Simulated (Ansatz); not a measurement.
# CO2: the cost of one run

Computed with Ansatz 0.2.0 (DFT, PBE, plane-wave PAW, default files, scalar-relativistic, as far as a step names no other, unless a step's input says otherwise).

1 further run of the same task is left out (it didn't finish).

### Step 1. The system as given

The structure is orthorhombic, space group Pbcn (No. 60). Conventional cell: a = 4.344 Å, b = 6.111 Å, c = 4.285 Å, α = 90.00°, β = 90.00°, γ = 90.00°. Around C (site symmetry 2) lie 2 O at 1.16 Å. O (site symmetry 1) has 1 C at 1.16 Å as nearest neighbours.

Structure file:

```
CELL_PARAMETERS angstrom
4.34410 0.00000 0.00000
0.00000 6.11100 0.00000
0.00000 0.00000 4.28500
ATOMIC_POSITIONS crystal
C 0.00000 0.36398 0.25000
C 0.50000 0.13602 0.75000
C 0.00000 0.63602 0.75000
C 0.50000 0.86398 0.25000
O 0.23202 0.36912 0.38455
O 0.26798 0.13088 0.88455
O 0.73202 0.13088 0.61545
O 0.76798 0.36912 0.11545
O 0.76798 0.63088 0.61545
O 0.73202 0.86912 0.11545
O 0.26798 0.86912 0.38455
O 0.23202 0.63088 0.88455
```

The earlier run gave: gap on the mesh 6.97 eV, largest force 0.019 eV/Å, pressure 20.3 GPa.

Like atoms gathered into sites:

| site | atoms | first shell | V_zz (10²¹ V/m²) | η | C_Q (MHz) |
| --- | --- | --- | --- | --- | --- |
| C | 1, 2, 3, 4 | 2 O at 1.16 Å, angle 177° | -2.99 | 0.05 | – |
| O | 5, 6, 7, 8, … | 1 C at 1.16 Å | 7.16 | 0.14 | -4.43 (¹⁷O) |

C_Q = eQV_zz/h, which is 24.18 MHz for Q = 1 b and V_zz = 10²¹ V/m²; η = (V_xx − V_yy)/V_zz. Quadrupole moments are those of Pyykkö's year-2017 table. A dash under C_Q marks elements without a common quadrupolar isotope.

### Step 2. Trying other settings (scf.occupations.width removed, scf.occupations.method = tetrahedron, scf.mixing.algorithm = broyden, scf.mixing.beta = 0.1)

The input, input.yaml:

```yaml
crystal:
  lattice:
    - [4.3441, 0.0, 0.0]
    - [0.0, 6.111, 0.0]
    - [0.0, 0.0, 4.285]
  atoms:
    - { symbol: C, position: [0.0, 0.3639848549, 0.25] }
    - { symbol: C, position: [0.5, 0.1360151451, 0.75] }
    - { symbol: C, position: [0.0, 0.6360151451, 0.75] }
    - { symbol: C, position: [0.5, 0.8639848549, 0.25] }
    - { symbol: O, position: [0.232019974, 0.3691155835, 0.3845544059] }
    - { symbol: O, position: [0.267980026, 0.1308844165, 0.8845544059] }
    - { symbol: O, position: [0.732019974, 0.1308844165, 0.6154455941] }
    - { symbol: O, position: [0.767980026, 0.3691155835, 0.1154455941] }
    - { symbol: O, position: [0.767980026, 0.6308844165, 0.6154455941] }
    - { symbol: O, position: [0.732019974, 0.8691155835, 0.1154455941] }
    - { symbol: O, position: [0.267980026, 0.8691155835, 0.3845544059] }
    - { symbol: O, position: [0.232019974, 0.6308844165, 0.8845544059] }
kpoints:
  mp_grid: { grid: [5, 4, 5] }
scf:
  occupations: { method: tetrahedron }
  mixing: { algorithm: broyden, beta: 0.1 }
hamiltonian:
  xc: pbe
  pseudopotentials: { kind: paw }
output:
  forces: true
  stress: true
  populations: true
  efg: { quadrupole_moments_barn: { O: -0.02558 }, contact_densities: true }
  write_density: true
  write_potential: true
  elf: true
  volumetric_format: npy
```

Command:

```sh
$ ansatz run input.yaml --threads 1 --pin off --max-ram 3072MiB --backend cpu --events-out ev --progress --plain --runs-dir out
```

Q: Estimate wall time and peak memory on 1 thread of Arm Neoverse V1, shared host.

About 14 s, with a peak of 0.39 GiB.
